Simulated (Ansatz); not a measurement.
# GaN: optical spectrum from first principles

What colour and refractive index does GaN have at this level of theory? The cell comes from an older database entry, whose edges can differ from later determinations, mostly by under a per cent.

Calculated with Ansatz 0.2.0; DFT, PBE, plane-wave PAW, default files, scalar-relativistic, independent-particle optical response without local fields.

The database entry behind the starting cell differs from later determinations by our own check (about 0.3 % short, ideal inner coordinate), so it need not match the best structure at ambient conditions.

### Step 1. Starting point

It takes space group P6_3mc (No. 186, hexagonal). Conventional cell: a = 3.180 Å, b = 3.180 Å, c = 5.166 Å, α = 90.00°, β = 90.00°, γ = 120.00°. Ga has 4 N at 1.94 to 1.95 Å nearest. N has 4 Ga at 1.94 to 1.95 Å nearest. Farther neighbours and most contacts between anions are not listed.

### Step 2. Ground state and bands

The self-consistent density comes first; it also tells whether there is a gap, which decides the occupations and the need for a Drude term.

This step: DFT, PBE, plane-wave PAW, default files, scalar-relativistic, ground state (Ansatz 0.2.0).

File input.yaml:

```yaml
crystal:
  lattice:
    - [3.18, 0.0, 0.0]
    - [-1.59, 2.753960784, 0.0]
    - [0.0, 0.0, 5.166]
  atoms:
    - { symbol: Ga, position: [0.6666666667, 0.3333333333, 0.5] }
    - { symbol: Ga, position: [0.3333333333, 0.6666666667, 0.0] }
    - { symbol: "N", position: [0.6666666667, 0.3333333333, 0.875] }
    - { symbol: "N", position: [0.3333333333, 0.6666666667, 0.375] }
kpoints:
  mp_grid: { grid: [8, 8, 5] }
  band_path:
    path:
      - [[0.0, 0.0, 0.0], [0.5, 0.0, 0.0], [0.33333333, 0.33333333, 0.0], [0.0, 0.0, 0.0], [0.0, 0.0, 0.5], [0.5, 0.0, 0.5], [0.33333333, 0.33333333, 0.5], [0.0, 0.0, 0.5]]
      - [[0.5, 0.0, 0.5], [0.5, 0.0, 0.0]]
      - [[0.33333333, 0.33333333, 0.0], [0.33333333, 0.33333333, 0.5]]
    npoints: 6
scf:
  occupations: { method: fermi_dirac, width: 0.05 }
  n_extra_bands: 8
hamiltonian:
  xc: pbe
  pseudopotentials: { kind: paw }
output:
  forces: true
  stress: true
  populations: true
  write_bands: true
  write_density: true
  write_potential: true
  elf: true
  volumetric_format: npy
```

On the command line:

```bash
ansatz run input.yaml --threads 4 --pin off --max-ram 8192MiB --backend cpu --events-out ev --progress --plain --runs-dir out
```

Then come: spectrum; static response with local fields. Settings of the main run: response mesh 9×9×5, line width 0.1 eV, cutoff 420 eV, fixed occupations.

**Question.** What will these runs give for the gap on the path; least direct gap on the path; electronic dielectric constant ε∞, mean over x, y and z; and absorption onset, first axis?

Light drives vertical transitions, so the absorption sets in only above the least direct gap, 1.96 eV, apart from the broadening. At this level (PBE, independent particles) GaN has a mean ε∞ = 5.92 (5.79 with local fields) and n = 2.44 at 1550 nm (E ∥ x); absorption sets in near 2.0 eV, and Im ε peaks at 7.9 eV (E ∥ x). The gap on the path is direct, 1.96 eV.

```
gap on the path                                                                                                                                     : 1.96 eV
least direct gap on the path                                                                                                                        : 1.96 eV
electronic dielectric constant ε∞, mean over x, y and z (by symmetry where fewer were run) (independent particles)                                  : 5.92
absorption onset, first axis (α over 10⁴ cm⁻¹, or the direct gap if that lies higher)                                                               : 1.99 eV
main peak of Im epsilon, first axis                                                                                                                 : 7.87 eV
photocurrent from vertical transitions in a film 500 nm thick on a perfect mirror (two passes), AM1.5G, no front reflection, all carriers collected : 14.5 mA/cm²
electronic dielectric constant ε∞, mean over x, y and z (by symmetry where fewer were run) (static response with local fields)                      : 5.79
```

The absorption coefficient passes 10⁴ cm⁻¹ at 1.99 eV, inside the visible range. Distinct maxima of Im ε, read by a parabola through the highest points, lie at 6.59 eV (8.3), 7.87 eV (9.1), 9.04 eV (7.4) and 10.98 eV (7.6) for E ∥ x or y. The static values by axis are 5.88 (xy), 6.00 (z). The f-sum over the summed bands holds 16.0 of the cell's 36 electrons outside the frozen cores, 24 of which lie in bands more than 12 eV below the Fermi level, whose transitions come at higher energies. Up to 20 eV the strength has a mean oscillator energy of 8.6 eV, close to the main peak. A film 1 µm thick would pass 6 % of daylight and look red, dark in transmission (x = 0.651, y = 0.341). A larger true gap would move the edge to shorter wavelengths and change the colour. At 1064 nm the birefringence n(z) − n(x) is +0.025: the crystal is uniaxial positive at this level. In the base spectrum excitons and phonon-assisted transitions are missing, and so are local fields; PBE gaps are as a rule too small, which pulls the onset down and ε∞ up. In the base run ε includes the program's bounded estimate of what the bands above those summed add.

[Logs are printed without paths, hosts, clocks, repeated set-up lines and the standing remarks that a program may print on its own settings, such as how far it seeks lower states.]

[Hosts, paths, dates, database ids (printed as entryN), source tags and the programs' standing remarks are cut or masked in the printed files.]
